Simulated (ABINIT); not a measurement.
Runs of ABINIT 10.8.3 (patched build) on Pt. Symmetry: Fm-3m, No. 225, cubic system. Conventional cell: a = 3.922 Å, b = 3.922 Å, c = 3.922 Å, α = 90.00°, β = 90.00°, γ = 90.00°. Pt (site symmetry m-3m) has 12 Pt at 2.77 Å as nearest neighbours. 

| task | level | potentials or basis | spin | cutoff (eV) | fine-grid cutoff | dispersion computed by | gap on the mesh (eV) | pressure (GPa) | V0 of scaled cells (Å³/atom) | B0 (GPa) |
| --- | --- | --- | --- | --- | --- | --- | --- | --- | --- | --- |
| band structure | SCAN | JTH PAW PBE v2.0 | off | 517 | 1034.03 eV | - | none | -1.7 | - | - |
| band structure | PBEsol | JTH PAW PBE v2.0 | SOC, no magnetisation | 435 | 870.764 eV | - | none | 1.0 | - | - |
| band structure | r2SCAN | JTH PAW LDA v2.0 | off | 653 | 1251.72 eV | - | none | (b) | - | - |
| equation of state | PW91+D4 | JTH PAW PBE v2.0 | off | 435 | 870.764 eV | dftd4 4.3.1 | - | - | 15.41 | 266 |
| equation of state | BP86+D4 | JTH PAW PBE v2.0 | off | 435 | 870.764 eV | dftd4 4.3.1 | - | - | (a) | 287 |

Alike in all rows: cell as given; k mesh 12 × 12 × 12; smearing fermi-dirac 0.05 eV.

Task: Estimate the missing entries.

Result: (a) 15.05; (b) 5.0.

Caveats: the PAW data sets were made with another functional, which shifts forces and pressure a little; spin-orbit coupling is left out, which moves the levels of the heavy elements (some runs); pressures at fixed basis lie under the slope of the energies (some runs).

A k mesh can miss the band edges, and rows without SOC leave out spin-orbit coupling on Pt.

A gap of «none» marks a metal or a gap under the smearing width.

Runs at the PBE level aren't shown here.
